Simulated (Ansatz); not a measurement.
**KNbO3 (Pm-3m): from strained cells to moduli**

```
CELL_PARAMETERS angstrom
3.98649 0.00000 0.00000
0.00000 3.98649 0.00000
0.00000 0.00000 3.98649
ATOMIC_POSITIONS crystal
K 0.00000 0.00000 0.00000
Nb 0.50000 0.50000 0.50000
O 0.00000 0.50000 0.50000
O 0.50000 0.00000 0.50000
O 0.50000 0.50000 0.00000
```

Conventional cell: a = 3.986 Å, b = 3.986 Å, c = 3.986 Å, α = 90.00°, β = 90.00°, γ = 90.00°. K (atom 1) is surrounded by 12 O at 2.82 Å. Around Nb (atom 2) lie 6 O at 1.99 Å. O (atom 3) has 2 Nb at 1.99 Å as nearest neighbours.

Computed, not measured; unless marked otherwise by PBEsol, all-electron LAPW in Ansatz 0.2.0, scalar-relativistic. k mesh 6×6×6, fixed occupations, basis error target 1 meV/atom. The cell was relaxed by PAW under this functional. This phase needn't be the one found at ambient conditions.

The cell is cubic and carries a residual pressure of -0.01 GPa at this level. Each strain component that symmetry leaves independent is applied at ±0.005, the ions relax wherever a strain frees them, and the stress (tension positive, GPa) is read. Shears are engineering strains, γ = 2ε.

| strain | size | σxx | σyy | σzz | σyz | σxz | σxy |
| --- | --- | --- | --- | --- | --- | --- | --- |
| xx | -0.005 | -2.1351 | -0.3773 | -0.3773 | 0.0000 | 0.0000 | 0.0000 |
| xx | +0.005 | 2.0435 | 0.3871 | 0.3871 | 0.0000 | 0.0000 | 0.0000 |
| yz | -0.005 | 0.0091 | 0.0087 | 0.0087 | -0.4716 | 0.0000 | 0.0000 |
| yz | +0.005 | 0.0091 | 0.0087 | 0.0087 | 0.4716 | 0.0000 | 0.0000 |

A central difference gives one constant, for example C11 ≈ (2.0435 − (-2.1351))/(0.01) = 417.9 GPa; the program then imposes the crystal's symmetry on the whole matrix.

(1) What are the independent elastic constants?

(2) Do they meet the Born conditions?

(3) What moduli does a random aggregate of grains have?

(4) With the density of 4.718 g/cm³, how fast does sound travel, and what Debye temperature follows?

(5) How far do the constants move if PAW replaces LAPW in the same cell?

(6) How do the constants change if the ions are clamped to the homogeneous strain?

Results:

(1) C11 = 417.9, C12 = 76.4, C44 = 94.3 GPa.

(2) C11 − C12 = 341.4, C11 + 2C12 = 570.7 and C44 = 94.3 GPa must all be positive, so the crystal is elastically stable; that says nothing yet of its phonons.

(3) B = (C11 + 2C12)/3 = 190.2 GPa. G_V = (C11 − C12 + 3C44)/5 = 124.9 and G_R = 5(C11 − C12)C44/(4C44 + 3(C11 − C12)) = 114.9, so G_H = 119.9 GPa. Then E = 9BG/(3B + G) = 297.2 GPa, ν = (3B − 2G)/(6B + 2G) = 0.240 and B/G = 1.59, on the brittle side of Pugh's 1.75 (a rule of thumb, made for metals; it doesn't predict ductility here).

(4) 

| direction | slow (m/s) | middle (m/s) | fast (m/s) |
| --- | --- | --- | --- |
| [100] | 4471 | 4471 | 9411 |
| [110] | 4471 | 6015 | 8507 |
| [111] | 5549 | 5549 | 8184 |

The mean of v⁻³ over directions and branches gives v_m = 5542 m/s and θ_D = (ħ/k_B) v_m (6π²n)^(1/3) = 708 K, n being atoms per volume. Young's modulus spans 243 to 394 GPa over directions, and the universal anisotropy index is 0.44.

(5) 

```tsv
constant	LAPW (GPa)	PAW (GPa)	difference
C11	417.9	418.3	0.4
C12	76.4	76.6	0.2
C44	94.3	94.2	-0.1
```

(6) None moves by more than 0.3 GPa: by symmetry a homogeneous strain puts no force on these sites.

Caveats: this form is stable only when hot or under pressure; cold crystals distort or take another structure; the frozen-core PAW files of the compared runs were fitted under PBE, their cores solved anew for this functional.
